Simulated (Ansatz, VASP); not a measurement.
**Two plane-wave programs on Zr2Si3**

```
Zr Si
1.0
     1.69544    0.97886    7.85921
    -1.69544    0.97886    7.85921
     0.00000   -1.95772    7.85921
Zr Si
2 3
Direct
  0.40000 0.40000 0.40000
  0.60000 0.60000 0.60000
  0.00000 0.00000 0.00000
  0.20950 0.20950 0.20950
  0.79050 0.79050 0.79050
```

Alike in both runs: task single point; functional PBE; k mesh 6 × 6 × 6; occupations gaussian, width 0.1 eV; no spin polarisation.

|  | VASP | Ansatz |
| --- | --- | --- |
| version | VASP 6.6.1 | Ansatz 0.2.0 |
| potentials or method | VASP PAW PBE potentials, release 64 (Zr_sv, Si) | scalar-relativistic, plane waves, PAW |
| plane-wave cutoff (eV) | 520 | 420 |
| valence electrons in the cell | 36 | 36 |

Ansatz gave:

- gap on the k mesh at the Fermi level (eV): none
- rms of the force components (eV/Å): 2.333

Q: Which values does VASP return?

A: gap on the k mesh at the Fermi level (eV): none; rms of the force components (eV/Å): 2.340.

Atom by atom the forces differ by 0.007 eV/Å (rms over components). A gap of «none» marks a metal or a gap that the smearing closes.

Caveats: forces of over 1 eV/Å show positions far from the minimum, so gaps and moduli don't describe the material at rest.
